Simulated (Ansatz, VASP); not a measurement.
## Si: VASP beside Ansatz

```
CELL_PARAMETERS angstrom
3.85108 0.00000 0.00000
-1.92554 3.33514 0.00000
0.00000 0.00000 21.16577
ATOMIC_POSITIONS crystal
Si 0.66667 0.33333 0.33072
Si 0.33333 0.66667 0.36857
Si 0.33333 0.66667 0.48108
Si 0.66667 0.33333 0.51719
Si 0.66667 0.33333 0.63125
Si 0.33333 0.66667 0.66296
```

Alike in both runs: functional PBE; k mesh 9 × 9 × 1; occupations gaussian, width 0.05 eV; no spin polarisation.

Ansatz relaxed the structure, and its values are those at the end. VASP's run is a single point on that final structure, the one shown.

|  | VASP | Ansatz |
| --- | --- | --- |
| version | VASP 6.6.1 | Ansatz 0.2.0 |
| potentials or method | VASP PAW PBE potentials, release 64 (Si) | scalar-relativistic, plane waves, PAW |
| plane-wave cutoff (eV) | 520 | 420 |
| valence electrons in the cell | 24 | 24 |

Ansatz gave:

```
gap on the k mesh at the Fermi level (eV) : none
rms of the force components (eV/Å)        : 0.206
```

Question: Estimate VASP's values.

Answer: gap on the k mesh at the Fermi level (eV): none; rms of the force components (eV/Å): 0.207.

A gap of «none» marks a metal or a gap that the smearing closes. The functional is the same, so the differences come from potentials, cutoffs and numerics.
